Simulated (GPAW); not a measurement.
# CdSe (Cadmoselite) (P6_3mc) in GPAW: convergence with density grid spacing (A)

Aim: find how far density grid spacing (A) must go before the results for CdSe (Cadmoselite) settle, at PBE. This setting moves, with any that are tied to it; all else stays.

Program: GPAW 26.7.0. These are calculated values, not measurements. Logs are shortened: lines on timing, memory, paths and dates and some standing lists are left out, and cuts for length are marked. The log counts tension as positive stress, the text compression.

**1. The crystal as given**

It takes space group P6_3mc (No. 186, hexagonal). Conventional cell: a = 4.300 Å, b = 4.300 Å, c = 7.020 Å, α = 90.00°, β = 90.00°, γ = 120.00°. Cd (site symmetry 3m) is surrounded by 4 Se at 2.61 to 2.70 Å. Se (site symmetry 3m) has 4 Cd at 2.61 to 2.70 Å as nearest neighbours.

**2. With density grid spacing (A) 0.24**

run.py reads:

```python
from ase.dft.bandgap import bandgap
from ase.io import read, write
from ase.units import GPa
from gpaw import GPAW, PW

atoms = read('POSCAR')

calc = GPAW(mode=PW(600),
            h=0.24,
            xc='PBE',
            kpts={'size': (5, 5, 3), 'gamma': True},
            occupations={'name': 'fermi-dirac', 'width': 0.05},
            nbands=31,
            convergence={'density': 1e-05, 'energy': 1e-05},
            maxiter=100,
            txt='gpaw.txt')
atoms.calc = calc
energy = atoms.get_potential_energy()
forces = atoms.get_forces()
stress = atoms.get_stress()
calc.write('gs.gpw')
write('result.traj', atoms)
print(f'Energy: {energy:.6f} eV')
print('Forces (eV/A):')
print(forces.round(4))
print('Stress (GPa):', (stress / GPa).round(3))
print('Fermi level:', round(calc.get_fermi_level(), 4), 'eV')
print(f'Gap: {bandgap(calc)[0]:.4f} eV, direct: {bandgap(calc, direct=True)[0]:.4f} eV')
```

POSCAR reads:

```
CdSe
1.0
    4.3000000000      0.0000000000      0.0000000000
   -2.1500000000      3.7239092363      0.0000000000
    0.0000000000      0.0000000000      7.0200000000
Cd Se
2 2
Direct
    0.6666666667      0.3333333333      0.5000000000
    0.3333333333      0.6666666667      0.0000000000
    0.6666666667      0.3333333333      0.8850000000
    0.3333333333      0.6666666667      0.3850000000
```

Potentials or basis: GPAW PAW data sets (gpaw-data 1.2.1), pw.

The run is started by

```sh
OMP_NUM_THREADS=1 python run.py
```

gpaw.txt:

```text
__  _  _
 | _ |_)|_||  |
 |__||  | ||/\| - 26.7.0

Input parameters:
  mode=PW(ecut=600.0),
  convergence={'density': 1e-05, 'energy': 1e-05},
  h=0.24,
  kpts=MonkhorstPack(size=(5, 5, 3), gamma=True),
  maxiter=100,
  nbands=31,
  occupations=Occupations(name='fermi-dirac', width=0.05),
  xc=XC(name='PBE')

Diagonalizing LCAO Hamiltonian
Converting LCAO to pw mode

            Se

        Se  Cd

        Cd

Atoms  # Å, Bohr magnetons
|   | symbol |         x |        y |        z |    initial magnetic moments |
|---|--------|-----------|----------|----------|-----------------------------|
| 0 |     Cd |  2.150000 | 1.241303 | 3.510000 | ( 0.0000,  0.0000,  0.0000) |
| 1 |     Cd | -0.000000 | 2.482606 | 0.000000 | ( 0.0000,  0.0000,  0.0000) |
| 2 |     Se |  2.150000 | 1.241303 | 6.212700 | ( 0.0000,  0.0000,  0.0000) |
| 3 |     Se | -0.000000 | 2.482606 | 2.702700 | ( 0.0000,  0.0000,  0.0000) |

Unit cell  # Å
| periodic |         x |        y |        z |  lengths |     angles |
|----------|-----------|----------|----------|----------|------------|
|      yes |  4.300000 | 0.000000 | 0.000000 | 4.300000 |  90.000000 |
|      yes | -2.150000 | 3.723909 | 0.000000 | 4.300000 |  90.000000 |
|      yes |  0.000000 | 0.000000 | 7.020000 | 7.020000 | 120.000000 |

Number of symmetries: 6
Symmetry operations  # r_c * U_cc + t_c -> r_c
|   | kind |            matrix            |
|---|------|------------------------------|
| 0 |  σ   |  1, 1, 0,  0,-1, 0,  0, 0, 1 |
| 1 |  E   |  1, 0, 0,  0, 1, 0,  0, 0, 1 |
| 2 |  C3  |  0, 1, 0, -1,-1, 0,  0, 0, 1 |
| 3 |  σ   |  0,-1, 0, -1, 0, 0,  0, 0, 1 |
| 4 |  σ   | -1, 0, 0,  1, 1, 0,  0, 0, 1 |
| 5 |  C3  | -1,-1, 0,  1, 0, 0,  0, 0, 1 |

BZ-sampling:
  Number of BZ points: 75
  Number of IBZ points: 12

  Monkhorst-Pack size: [5, 5, 3]
  Monkhorst-Pack shift: [0, 0, 0]

K-points  # in reciprocal-cell coordinates
|     |                                coordinates |     weight |
|-----|--------------------------------------------|------------|
|   0 | (  0.00000000,   0.00000000,   0.00000000) | 0.01333333 |
|   1 | (  0.00000000,   0.00000000,   0.33333333) | 0.02666667 |
|   2 | (  0.20000000,   0.00000000,  -0.33333333) | 0.08000000 |
|   3 | (  0.20000000,   0.00000000,   0.00000000) | 0.08000000 |
|   4 | (  0.20000000,   0.00000000,   0.33333333) | 0.08000000 |
|   5 | (  0.40000000,  -0.20000000,   0.00000000) | 0.08000000 |
|   6 | (  0.40000000,  -0.20000000,   0.33333333) | 0.16000000 |
|   7 | (  0.40000000,   0.00000000,  -0.33333333) | 0.08000000 |
|   8 | (  0.40000000,   0.00000000,   0.00000000) | 0.08000000 |
|   9 | (  0.40000000,   0.00000000,   0.33333333) | 0.08000000 |
| ... |                                            |            |
|  11 | (  0.40000000,   0.40000000,   0.33333333) | 0.16000000 |

Plane wave coefficients: 3791
Cutoff: 600.0 eV

Spin-components: 1 (collinear spins)
Bands:           31
Projectors:      22
Spin-degeneracy: 2
Datatype:        complex128

Parallelization:
  kpt:    1
  domain: 1
  band:   1

Density:
  Valence electrons: 36.0
  Components: 1
  Grid points: [18 18 30]
  Charge: 0.0  # |e|

Potential:
  Grid points: [18 18 30]

species:
  Cd:
    name:    Cadmium
    Z:       48.0
    valence: 12
    core:    36
    charge:  0.0  # [|e|]
    compensation charges:
      type: gauss
      rc: 0.38  # [Å]
      lmax: 2
    cutoffs:
      filter: 2.12  # [Å]
      core: 2.62  # [Å]
    projectors
    | kind |    occ | energy [eV] | rcut [Å] |
    |------|--------|-------------|----------|
    |   5s |  2.000 |      -5.655 |    1.191 |
    |   5p |  0.000 |      -1.186 |    1.228 |
    |   4d | 10.000 |     -11.739 |    1.164 |
    |    s |        |      21.556 |    1.191 |
    |    p |        |      26.026 |    1.228 |
    |    d |        |      15.473 |    1.164 |

    Using partial waves for Cd as LCAO basis

  Se:
    name:    Selenium
    Z:       34.0
    valence: 6
    core:    28
    charge:  0.0  # [|e|]
    compensation charges:
      type: gauss
      rc: 0.27  # [Å]
      lmax: 2
    cutoffs:
      filter: 1.77  # [Å]
      core: 2.67  # [Å]
    projectors
    | kind |    occ | energy [eV] | rcut [Å] |
    |------|--------|-------------|----------|
    |   4s |  2.000 |     -17.277 |    0.847 |
    |   4p |  4.000 |      -6.512 |    1.005 |
    |    s |        |       9.935 |    0.847 |
    |    p |        |      20.699 |    1.005 |
    |    d |        |       0.000 |    0.847 |

    Using partial waves for Se as LCAO basis

Reference energy: -436553.300934  # eV

eigensolver:
  PPCG
  Converge bands: occupied
  niter=2

density mixing:
  MSR1-Mixer
  Pratt-step length: 0.05
  Maximum mixing coefficient: 0.75
  Old densities: 10
  SVD Regularization: 0.005
  Good broyden scale: 1.0
  Trust region scale: 1.0
  Backstep threshold: 4.0
  History deletion threshold: 6.0
  Fourier metric: weight=20.0, sigma=0.015

occupation numbers:
  Fermi-Dirac:
    width: 0.0500  # eV

poisson solver:
  ecut: 4800.0  # eV

xc functional:
[... 9 lines left out ...]
|iter     | |      energy | eigst |  dens |
|---------|-|-------------|-------|-------|
|iter:   1| |  -12.007157 | -0.56 |       |
|iter:   2| |  -11.854448 | -2.50 | -1.17 |
|iter:   3| |  -11.305141 | -1.50 | -1.22 |
|iter:   4| |  -11.303050 | -3.27 | -1.79 |
|iter:   5| |  -11.302486 | -3.73 | -2.24 |
|iter:   6| |  -11.302560 | -5.14 | -2.93 |
|iter:   7| |  -11.302568c| -6.33 | -3.52 |
|iter:   8| |  -11.302568c| -7.07 | -4.08 |
|iter:   9| |  -11.302568c| -7.85c| -4.82 |
|iter:  10| |  -11.302568c| -8.14c| -5.28c|

Converged in 10 steps
Energy contributions relative to reference atoms: (reference = -436553.300934)

Energy contributions:
  Kinetic:          41.246806
  Coulomb:         -37.105119
  Zero:              0.117949
  External:          0.000000
  Xc:              -15.562185
  Entropy:          -0.000035
  Spinorbit:         0.000000
  ----------------------------
  Free energy:     -11.302585
  Extrapolated:    -11.302568

dipole moment: (0.000005, 0.000010, -18.262083)  # |e|*Ang

Fermi level: 4.008
Eigenvalues  # (at kpt = [0.000, 0.000, 0.000])
| band index |      eig [eV] | occ [0-2] |
|------------|---------------|-----------|
|          0 |        -8.961 |     2.000 |
|        ... |               |           |
|         10 |        -3.835 |     2.000 |
|         11 |        -3.554 |     2.000 |
|         12 |        -0.616 |     2.000 |
|         13 |         2.911 |     2.000 |
|         14 |         2.911 |     2.000 |
|         15 |         3.622 |     1.999 |
[... 8 lines left out ...]
|         24 |        10.606 |     0.000 |
|         25 |        11.335 |     0.000 |
|        ... |               |           |
|         30 |        14.641 |     0.000 |

Gap: 0.694 eV
Transition (v -> c):
  (s=0, k=0, n=17, [0.00, 0.00, 0.00]) -> (s=0, k=0, n=18, [0.00, 0.00, 0.00])
No difference between direct/indirect transitions

Forces  # eV/Ang
|        x |       y |        z |
|----------|---------|----------|
| -0.00000 | 0.00000 |  0.28616 |  # Cd   0
|  0.00000 | 0.00000 |  0.28651 |  # Cd   1
|  0.00000 | 0.00000 | -0.28525 |  # Se   2
|  0.00000 | 0.00000 | -0.28517 |  # Se   3

Stress tensor  # eV/Ang^3
|         x |         y |         z |
|-----------|-----------|-----------|
| -0.021864 |  0.000000 | -0.000000 |
|  0.000000 | -0.021864 |  0.000000 |
| -0.000000 |  0.000000 | -0.008956 |

# Writing to gs.gpw (mode='')
```

stdout:

```text
Energy: -11.302568 eV
Forces (eV/A):
[[-0.      0.      0.2862]
 [ 0.      0.      0.2865]
 [ 0.      0.     -0.2852]
 [ 0.      0.     -0.2852]]
Stress (GPa): [-3.503 -3.503 -1.435  0.    -0.     0.   ]
Fermi level: 4.008 eV
Gap: 0.6936 eV, direct: 0.6936 eV
```

It took 17 s on 1 thread of Arm Neoverse V2, shared host; peak memory 0.18 GiB.

Results:

| Quantity | Value |
| --- | --- |
| Free energy | -11.3026 eV |
| Pressure | 2.8 GPa |
| Largest force | 0.287 eV/Å |
| Band gap on the k mesh | 0.69 eV, direct |

**3. With density grid spacing (A) 0.2**

run.py: that of step 2 with these lines changed.

```diff
@@ -8,3 +8,3 @@
 calc = GPAW(mode=PW(600),
-            h=0.24,
+            h=0.2,
             xc='PBE',
```

POSCAR is that of step 2.

Potentials or basis: GPAW PAW data sets (gpaw-data 1.2.1), pw.

The run is started by

```sh
OMP_NUM_THREADS=1 python run.py
```

Wall time 21 s (1 thread of Arm Neoverse V2, shared host); peak memory 0.19 GiB.

Results:

```
Free energy            : -11.2995 eV
Pressure               : 2.8 GPa
Largest force          : 0.285 eV/Å
Band gap on the k mesh : 0.69 eV, direct
```

**4. With density grid spacing (A) 0.17**

run.py: that of step 3 with these lines changed.

```diff
@@ -8,3 +8,3 @@
 calc = GPAW(mode=PW(600),
-            h=0.2,
+            h=0.17,
             xc='PBE',
```

POSCAR is that of step 3.

The run is started by

```sh
OMP_NUM_THREADS=1 python run.py
```

Run time: 27 s. Hardware: 1 thread of Arm Neoverse V2, shared host; peak memory 0.2 GiB.

What came out:

* Free energy: -11.2993 eV
* Pressure: 2.8 GPa
* Largest force: 0.285 eV/Å
* Band gap on the k mesh: 0.69 eV, direct

**5. With density grid spacing (A) 0.15**

run.py: that of step 4 with these lines changed.

```diff
@@ -8,3 +8,3 @@
 calc = GPAW(mode=PW(600),
-            h=0.17,
+            h=0.15,
             xc='PBE',
```

POSCAR is that of step 4.

The run is started by

```sh
OMP_NUM_THREADS=1 python run.py
```

Run time: 33 s. Hardware: 1 thread of Arm Neoverse V2, shared host; peak memory 0.23 GiB.

It converged, with:

| Quantity | Value |
| --- | --- |
| Free energy | -11.2992 eV |
| Pressure | 2.8 GPa |
| Largest force | 0.285 eV/Å |
| Band gap on the k mesh | 0.69 eV, direct |

**6. With density grid spacing (A) 0.13**

run.py: that of step 5 with these lines changed.

```diff
@@ -8,3 +8,3 @@
 calc = GPAW(mode=PW(600),
-            h=0.15,
+            h=0.13,
             xc='PBE',
```

POSCAR is that of step 5.

Potentials or basis: GPAW PAW data sets (gpaw-data 1.2.1), pw.

The run is started by

```sh
OMP_NUM_THREADS=1 python run.py
```

Wall time 45 s (1 thread of Arm Neoverse V2, shared host); peak memory 0.27 GiB.

The run converged. Its results:

* Free energy: -11.2992 eV
* Pressure: 2.8 GPa
* Largest force: 0.285 eV/Å
* Band gap on the k mesh: 0.69 eV, direct

**7. With density grid spacing (A) 0.11**

run.py: that of step 6 with these lines changed.

```diff
@@ -8,3 +8,3 @@
 calc = GPAW(mode=PW(600),
-            h=0.13,
+            h=0.11,
             xc='PBE',
```

POSCAR is that of step 6.

The run is started by

```sh
OMP_NUM_THREADS=1 python run.py
```

Run time: 75 s. Hardware: 1 thread of Arm Neoverse V2, shared host; peak memory 0.34 GiB.

The run converged. Its results:

| Quantity | Value |
| --- | --- |
| Free energy | -11.2992 eV |
| Pressure | 2.8 GPa |
| Largest force | 0.285 eV/Å |
| Band gap on the k mesh | 0.69 eV, direct |

**8. With density grid spacing (A) 0.09**

run.py: that of step 7 with these lines changed.

```diff
@@ -8,3 +8,3 @@
 calc = GPAW(mode=PW(600),
-            h=0.11,
+            h=0.09,
             xc='PBE',
```

POSCAR is that of step 7.

The run is started by

```sh
OMP_NUM_THREADS=1 python run.py
```

Wall time 2 min (1 thread of Arm Neoverse V2, shared host); peak memory 0.49 GiB.

It converged, with:

```yaml
Free_energy: -11.2992 eV
Pressure: 2.8 GPa
Largest_force: 0.285 eV/Å
Band_gap_on_the_k_mesh: 0.69 eV, direct
```

**9. The series at a glance**

```
density grid spacing (A)  energy less the tightest run, at zero smearing (meV/atom)  SCF cycles  CPU time (s)  peak memory (GiB)
                    0.24                                                      -0.84          10            17               0.18
                     0.2                                                      -0.07          10            21               0.19
                    0.17                                                      -0.01          10            27                0.2
                    0.15                                                       0.00          10            33               0.23
                    0.13                                                       0.00          10            45               0.27
                    0.11                                                       0.00          10            75               0.34
                    0.09                                                       0.00          10           120               0.49
```

Against the tightest run, the energy stays within 1 meV/atom from 0.24 on. The tightest run that finished is the yardstick and may itself not be fully converged.
